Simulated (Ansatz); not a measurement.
Input of an Ansatz 0.2.0 run:

input.yaml

```yaml
crystal:
  lattice:
    - [0.0, 3.06065, 3.06065]
    - [3.06065, 0.0, 3.06065]
    - [3.06065, 3.06065, 0.0]
  atoms:
    - { symbol: Pb, position: [0.0, 0.0, 0.0] }
    - { symbol: Se, position: [0.5, 0.5, 0.5] }
hamiltonian:
  xc: pbe
  pseudopotentials: { kind: paw }
kpoints:
  mp_grid: { grid: [8, 8, 8] }
scf:
  occupations: { method: gaussian, width: 0.025 }
output:
  forces: true
  stress: true
  eigenvalues: true
  write_density: true
  write_potential: true
  elf: true
  volumetric_format: npy
```

Potentials or basis: Ansatz PAW.

Launch:

```bash
$ ansatz run input.yaml --threads 2 --pin off --max-ram 5632MiB --backend cpu --events-out ev --progress --plain --runs-dir out
```

**Question.** What does it give for the band gap on the k mesh?

**Answer.** 0.29 eV, direct.

**Question.** What does it give for the pressure?

**Answer.** 2.4 GPa.

Caveat: spin-orbit coupling is left out, which as a rule narrows the gap of such compounds by several tenths of an eV.

**Experimental background.**

From a printed reference work, monograph, for a bulk crystal of PbSe at 4.2 K: band gap 0.15 eV (direct).

A measured gap of PbSe is 0.15 eV (direct; 4.2 K; a printed reference work, monograph); the calculated 0.29 eV misses it by +0.14 eV. 2 values of this kind are on record (0.15 to 0.28 eV); this one was drawn at random. Spin-orbit coupling on Pb, Se is left out. The value is that of PBE on a finite k mesh, which can miss the band edges, without temperature or zero-point motion.
